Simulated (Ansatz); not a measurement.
## Os: from a trial structure to a relaxed crystal

Theory: Ansatz, DFT PBE, scalar-relativistic, plane waves, PAW. Cutoff 420 eV, Γ-centred k mesh, Gaussian smearing, no spin polarisation in the final step.

Os was placed on the beta-tin structure type (I4_1/amd, No. 141), at a guessed volume.

```
CELL_PARAMETERS angstrom
-2.36882 2.36882 1.29223
2.36882 -2.36882 1.29223
2.36882 2.36882 -1.29223
ATOMIC_POSITIONS crystal
Os 0.00000 0.00000 0.00000
Os 0.75000 0.25000 0.50000
```

Steps on the 8×8×8 mesh (2 atoms). 5 of 5 steps are shown, and the free energy counts from the last. Trial steps that were taken back and renewals of the plane-wave basis can be among the rows.

| step | ΔF (meV/atom) | V (Å³/atom) | P (GPa) |
| --- | --- | --- | --- |
| 1 | 177.5 | 14.50 | 39.55 |
| 2 | 25.3 | 16.76 | -11.19 |
| 3 | 1.4 | 16.20 | -2.10 |
| 4 | 0.6 | 16.09 | -0.05 |
| 5 | 0.0 | 16.09 | -0.06 |

Steps on the 24×24×24 mesh (2 atoms). 6 of 7 steps are shown, and the free energy counts from the last.

| step | ΔF (meV/atom) | V (Å³/atom) | P (GPa) |
| --- | --- | --- | --- |
| 1 | 3.9 | 16.09 | 0.13 |
| 2 | 1.7 | 16.14 | -0.39 |
| 3 | 9.9 | 15.81 | 7.98 |
| 4 | 0.4 | 16.16 | -0.22 |
| 5 | 0.0 | 16.17 | 0.11 |
| 7 | 0.0 | 16.18 | 0.00 |

A final relaxation ran on a 24×24×24 mesh. The relaxed crystal, I4_1/amd (No. 141):

Space group I4_1/amd:1 (No. 141). a = 4.848 Å, b = 4.848 Å, c = 2.754 Å, α = 90.00°, β = 90.00°, γ = 90.00°
| atom | site | symmetry | x | y | z |
| --- | --- | --- | --- | --- | --- |
| Os | 4a | -4m2 | 0.0000 | 0.0000 | 0.0000 |

| Item | Value |
| --- | --- |
| Volume per atom | 16.18 Å³ |
| Density | 19.53 g/cm³ |
| Energy over the standard structure | 1.20 eV/atom |
| Gap on the 24×24×24 mesh | 0 eV (a metal) |

Energies count from the standard state of Os at the same level.

The final run used a 24×24×24 mesh on its 2-atom cell and 0.10 eV smearing. The k mesh leaves about 4 meV/atom of noise in metals. Spin–orbit coupling is left out.

Symmetry constrained the relaxation, so the result can be a saddle point.